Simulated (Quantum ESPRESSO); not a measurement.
# BaTiO3 (Pm-3m) in Quantum ESPRESSO: single point with PBE+D3(BJ)

Aim: the single point of BaTiO3 with PBE+D3(BJ).

Everything below comes from runs of Quantum ESPRESSO 7.5. Logs are shortened: lines on timing, memory, paths and dates and some standing lists are left out, and cuts for length are marked.

**1. The structure**

It takes space group Pm-3m (No. 221, cubic). Conventional cell: a = 4.006 Å, b = 4.006 Å, c = 4.006 Å, α = 90.00°, β = 90.00°, γ = 90.00°. Ba (site symmetry m-3m) is surrounded by 12 O at 2.83 Å. Ti (site symmetry m-3m) has 6 O at 2.00 Å as nearest neighbours. O (site symmetry 4/mmm) is surrounded by 2 Ti at 2.00 Å.

**2. Single point, PBE+D3(BJ), spin-orbit coupling, no magnetisation**

run.py reads:

```python
import numpy as np
from ase.calculators.espresso import Espresso, EspressoProfile
from ase.io import read

atoms = read('POSCAR')

input_data = {
    'control': {'calculation': 'scf', 'prefix': 'pwscf', 'outdir': './tmp', 'tprnfor': True, 'tstress': True, 'disk_io': 'nowf'},
    'system': {'ecutwfc': 84.0, 'nbnd': 56, 'occupations': 'tetrahedra', 'noncolin': True, 'lspinorb': True, 'vdw_corr': 'grimme-d3', 'dftd3_version': 4},
    'electrons': {'conv_thr': 1e-09, 'electron_maxstep': 120, 'mixing_beta': 0.1},
}
pseudopotentials = {'O': 'O.upf', 'Ti': 'Ti.upf', 'Ba': 'Ba.upf'}
profile = EspressoProfile(command='pw.x', pseudo_dir='pseudo')
dft = Espresso(profile=profile, input_data=input_data, pseudopotentials=pseudopotentials, kpts=(7, 7, 7), koffset=(0, 0, 0))
atoms.calc = dft

print(f'energy {atoms.get_potential_energy():.8f} eV')
print('forces (eV/A)')
print(np.round(atoms.get_forces(), 6))
print('stress (eV/A^3, Voigt)')
print(np.round(atoms.get_stress(), 8))
print(f'Fermi level {dft.get_fermi_level():.4f} eV')
```

POSCAR reads:

```
BaTiO3
1.0
    4.0060000000      0.0000000000      0.0000000000
    0.0000000000      4.0060000000      0.0000000000
    0.0000000000      0.0000000000      4.0060000000
Ba Ti O
1 1 3
Direct
    0.5000000000      0.5000000000      0.5000000000
    0.0000000000      0.0000000000      0.0000000000
    0.0000000000      0.0000000000      0.5000000000
    0.0000000000      0.5000000000      0.0000000000
    0.5000000000      0.0000000000      0.0000000000
```

Potentials or basis: PseudoDojo 0.4 FR PBE standard.

On the command line:

```
> OMP_NUM_THREADS=1 python run.py
```

Output:

```text
energy -3739.85579081 eV
forces (eV/A)
[[0. 0. 0.]
 [0. 0. 0.]
 [0. 0. 0.]
 [0. 0. 0.]
 [0. 0. 0.]]
stress (eV/A^3, Voigt)
[ 0.00586886  0.00586886  0.00586886 -0.         -0.         -0.        ]
Fermi level 10.4202 eV
```

espresso.pwi:

```text
&CONTROL
   calculation      = 'scf'
   tstress          = .true.
   tprnfor          = .true.
   outdir           = './tmp'
   prefix           = 'pwscf'
   disk_io          = 'nowf'
   pseudo_dir       = 'pseudo'
/
&SYSTEM
   nbnd             = 56
   ecutwfc          = 84.0
   occupations      = 'tetrahedra'
   noncolin         = .true.
   lspinorb         = .true.
   vdw_corr         = 'grimme-d3'
   dftd3_version    = 4
   starting_magnetization(1) = 0.0
   starting_magnetization(2) = 0.0
   starting_magnetization(3) = 0.0
   ntyp             = 3
   nat              = 5
   ibrav            = 0
/
&ELECTRONS
   electron_maxstep = 120
   conv_thr         = 1e-09
   mixing_beta      = 0.1
/
&IONS
/
&CELL
/
&FCP
/
&RISM
/
ATOMIC_SPECIES
Ba  137.327 Ba.upf
Ti  47.867 Ti.upf
O  15.999 O.upf

K_POINTS automatic
7 7 7  0 0 0

CELL_PARAMETERS angstrom
4.00600000000000 0.00000000000000 0.00000000000000
0.00000000000000 4.00600000000000 0.00000000000000
0.00000000000000 0.00000000000000 4.00600000000000

ATOMIC_POSITIONS angstrom
Ba  2.0030000000 2.0030000000 2.0030000000  
Ti  0.0000000000 0.0000000000 0.0000000000  
O  0.0000000000 0.0000000000 2.0030000000  
O  0.0000000000 2.0030000000 0.0000000000  
O  2.0030000000 0.0000000000 0.0000000000
```

espresso.pwo:

```text
This program is part of the open-source Quantum ESPRESSO suite
     for quantum simulation of materials; please cite
         "P. Giannozzi et al., J. Phys.:Condens. Matter 21 395502 (2009);
         "P. Giannozzi et al., J. Phys.:Condens. Matter 29 465901 (2017);
         "P. Giannozzi et al., J. Chem. Phys. 152 154105 (2020);
     in publications or presentations arising from this work. More details at

Warning: card &CELL ignored
Warning: card &FCP ignored
Warning: card &RISM ignored

     Message from routine iosys:
     BEWARE:  force calculation with tetrahedra (not recommanded)
     Message from routine iosys:
     BEWARE: stress calculation with tetrahedra (not recommanded)
     Message from routine setup:
     using ibrav=0 with symmetry is DISCOURAGED, use correct ibrav instead

     G-vector sticks info
     --------------------
     sticks:   dense  smooth     PW     G-vecs:    dense   smooth      PW
     Sum        1533    1533    437                45025    45025    6859

     Using Slab Decomposition

     bravais-lattice index     =            0
     lattice parameter (alat)  =       7.5702  a.u.
     unit-cell volume          =     433.8398 (a.u.)^3
     number of atoms/cell      =            5
     number of atomic types    =            3
     number of electrons       =        40.00
     number of Kohn-Sham states=           56
     kinetic-energy cutoff     =      84.0000  Ry
     charge density cutoff     =     336.0000  Ry
     scf convergence threshold =      1.0E-09
     mixing beta               =       0.1000
     number of iterations used =            8  plain     mixing
     Exchange-correlation= PBE
                           (   1   4   3   4   0   0   0)
     Non magnetic calculation with spin-orbit

     celldm(1)=   7.570243  celldm(2)=   0.000000  celldm(3)=   0.000000
     celldm(4)=   0.000000  celldm(5)=   0.000000  celldm(6)=   0.000000

     crystal axes: (cart. coord. in units of alat)
               a(1) = (   1.000000   0.000000   0.000000 )
               a(2) = (   0.000000   1.000000   0.000000 )
               a(3) = (   0.000000   0.000000   1.000000 )

     reciprocal axes: (cart. coord. in units 2 pi/alat)
               b(1) = (  1.000000  0.000000  0.000000 )
               b(2) = (  0.000000  1.000000  0.000000 )
               b(3) = (  0.000000  0.000000  1.000000 )

     PseudoPot. # 1 for Ba read from file:
     Ba.upf
     Pseudo is Norm-conserving + core correction, Zval = 10.0
     Generated using ONCVPSP code by D. R. Hamann
     Using radial grid of 1958 points, 10 beta functions with:
                l(1) =   0
                l(2) =   0
                l(3) =   1
                l(4) =   1
                l(5) =   1
                l(6) =   1
                l(7) =   2
                l(8) =   2
                l(9) =   2
               l(10) =   2

     PseudoPot. # 2 for Ti read from file:
     Ti.upf
     Pseudo is Norm-conserving + core correction, Zval = 12.0
     Generated using ONCVPSP code by D. R. Hamann
     Using radial grid of 1586 points, 10 beta functions with:
                l(1) =   0
                l(2) =   0
                l(3) =   1
                l(4) =   1
                l(5) =   1
                l(6) =   1
                l(7) =   2
                l(8) =   2
                l(9) =   2
               l(10) =   2

     PseudoPot. # 3 for O  read from file:
     O.upf
     Pseudo is Norm-conserving + core correction, Zval =  6.0
     Generated using ONCVPSP code by D. R. Hamann
     Using radial grid of  936 points,  8 beta functions with:
                l(1) =   0
                l(2) =   0
                l(3) =   1
                l(4) =   1
                l(5) =   1
                l(6) =   1
                l(7) =   2
                l(8) =   2

     atomic species   valence    mass     pseudopotential
     Ba               10.00   137.32700     Ba( 1.00)
     Ti               12.00    47.86700     Ti( 1.00)
     O                 6.00    15.99900     O ( 1.00)

     48 Sym. Ops., with inversion, found

   Cartesian axes

     site n.     atom                  positions (alat units)
         1        Ba     tau(   1) = (   0.5000000   0.5000000   0.5000000  )
         2        Ti     tau(   2) = (   0.0000000   0.0000000   0.0000000  )
         3        O      tau(   3) = (   0.0000000   0.0000000   0.5000000  )
         4        O      tau(   4) = (   0.0000000   0.5000000   0.0000000  )
         5        O      tau(   5) = (   0.5000000   0.0000000   0.0000000  )

     --------------------------------------------
     DFT-D3 Dispersion Correction (3-body terms):
     --------------------------------------------
       Reference C6 values for interpolation:

         atom   Coordination number   C6
         O          0.000            31.01
         O          0.993            25.63
         O          1.989            20.74
         Ti         0.000          2723.84
         Ti         1.830           604.00
         Ti         3.868           643.18
         Ba         0.000         11453.98
         Ba         0.980          8343.57
         Ba         1.847          1433.10

       Values used:

         atom   Coordination number  R0_AB[au]  C6      C8
         Ba        24.454            4.896   1433.10 443516.35
         Ti        13.517            3.557    643.18  76289.64
         O          5.534            2.345     20.74    418.58
         O          5.534            2.345     20.74    418.58
         O          5.534            2.345     20.74    418.58

         Molecular C6 ( Ry / a.u.^6 ) =      5702.92

     number of k points=    20 (tetrahedron method)
                       cart. coord. in units 2pi/alat
        k(    1) = (   0.0000000   0.0000000   0.0000000), wk =   0.0029155
        k(    2) = (   0.0000000   0.0000000   0.1428571), wk =   0.0174927
        k(    3) = (   0.0000000   0.0000000   0.2857143), wk =   0.0174927
        k(    4) = (   0.0000000   0.0000000   0.4285714), wk =   0.0174927
        k(    5) = (   0.0000000   0.1428571   0.1428571), wk =   0.0349854
        k(    6) = (   0.0000000   0.1428571   0.2857143), wk =   0.0699708
[... 12 lines left out ...]
        k(   19) = (   0.2857143   0.4285714   0.4285714), wk =   0.0699708
        k(   20) = (   0.4285714   0.4285714   0.4285714), wk =   0.0233236

     Dense  grid:    45025 G-vectors     FFT dimensions: (  45,  45,  45)

     Initial potential from superposition of free atoms

     starting charge      39.9818, renormalised to      40.0000
     Starting wfcs are   54 randomized atomic wfcs +    2 random wfcs

     Self-consistent Calculation

     iteration #  1     ecut=    84.00 Ry     beta= 0.10
     Davidson diagonalization with overlap
     ethr =  1.00E-02,  avg # of iterations =  5.6

     total energy              =    -275.02882223 Ry
     estimated scf accuracy    <       1.88736341 Ry

     iteration #  2     ecut=    84.00 Ry     beta= 0.10
     Davidson diagonalization with overlap
     ethr =  4.72E-03,  avg # of iterations =  1.0
[... 92 lines left out ...]
     total energy              =    -274.87435474 Ry
     estimated scf accuracy    <       0.00000002 Ry

     iteration # 16     ecut=    84.00 Ry     beta= 0.10
     Davidson diagonalization with overlap
     ethr =  2.96E-11,  avg # of iterations =  2.0

     End of self-consistent calculation

          k = 0.0000 0.0000 0.0000 (  5575 PWs)   bands (ev):

   -46.2147 -46.2147 -22.8883 -22.8883 -22.2303 -22.2303 -22.2303 -22.2303
   -14.3588 -14.3588  -6.4466  -6.4466  -5.7729  -5.7729  -5.7729  -5.7729
    -0.8954  -0.8954   1.0206   1.0206   1.0206   1.0206   7.9299   7.9299
     8.1516   8.1516   8.1516   8.1516   9.2677   9.2677   9.2677   9.2677
     9.2835   9.2835  10.1371  10.1371  10.2741  10.2741  10.2741  10.2741
    12.1498  12.1498  12.1498  12.1498  12.1806  12.1806  14.3323  14.3323
    14.3323  14.3323  15.4833  15.4833  15.4833  15.4833  17.7758  17.7758
[... 183 lines left out ...]
   -46.2120 -46.2120 -22.9281 -22.9281 -22.2756 -22.2756 -22.2755 -22.2755
   -14.1085 -14.1085  -5.6389  -5.6389  -5.5646  -5.5646  -5.5471  -5.5471
    -1.3610  -1.3610   0.3082   0.3082   0.3855   0.3855   6.0307   6.0307
     6.6217   6.6217   6.6228   6.6228   7.6269   7.6269   8.0189   8.0189
     8.1305   8.1305  10.2147  10.2147  10.2294  10.2294  10.3047  10.3047
    14.4639  14.4639  14.4648  14.4648  14.4773  14.4773  17.3278  17.3278
    17.3622  17.3622  17.4554  17.4554  17.9536  17.9536  17.9613  17.9613

     the Fermi energy is    10.4202 ev

!    total energy              =    -274.87435474 Ry
     estimated scf accuracy    <          8.6E-10 Ry

     The total energy is the sum of the following terms:
     one-electron contribution =     -71.05103110 Ry
     hartree contribution      =      59.52227744 Ry
     xc contribution           =     -56.10591710 Ry
     ewald contribution        =    -207.14903517 Ry
     DFT-D3 Dispersion         =      -0.09064881 Ry

     convergence has been achieved in  16 iterations

     Forces acting on atoms (cartesian axes, Ry/au):

     atom    1 type  1   force =     0.00000000    0.00000000    0.00000000
     atom    2 type  2   force =     0.00000000    0.00000000    0.00000000
     atom    3 type  3   force =     0.00000000    0.00000000    0.00000000
     atom    4 type  3   force =     0.00000000    0.00000000    0.00000000
     atom    5 type  3   force =     0.00000000    0.00000000    0.00000000

     Total force =     0.000000     Total SCF correction =     0.000000

     Computing stress (Cartesian axis) and pressure

          total   stress  (Ry/bohr**3)                   (kbar)     P=       -9.40
  -0.00006392   0.00000000   0.00000000           -9.40        0.00        0.00
   0.00000000  -0.00006392   0.00000000            0.00       -9.40        0.00
   0.00000000   0.00000000  -0.00006392            0.00        0.00       -9.40

=------------------------------------------------------------------------------=
   JOB DONE.
=------------------------------------------------------------------------------=
```

Run time: 6.1 min. Hardware: 1 thread of Arm Neoverse V1, shared host; peak memory 0.37 GiB.

Results:

```yaml
Free_energy: -3739.8561 eV
Pressure: -0.9 GPa
Band_gap_on_the_k_mesh: 1.85 eV, indirect (least direct gap 1.88 eV)
```

Levels at points of the mesh, in eV from the valence-band top:
| k point | band 36 | band 37 | band 38 | band 39 | band 40 | band 41 | band 42 | band 43 | band 44 | band 45 |
| --- | --- | --- | --- | --- | --- | --- | --- | --- | --- | --- |
| (0.00, 0.00, 0.00) | -0.17 | -0.03 | -0.03 | -0.03 | -0.03 | 1.85 | 1.85 | 1.85 | 1.85 | 1.88 |

Caveat: an odd mesh through Γ misses points on the zone boundary, where band edges often lie. PBE gaps usually lie below the measured ones, often by a third to a half.
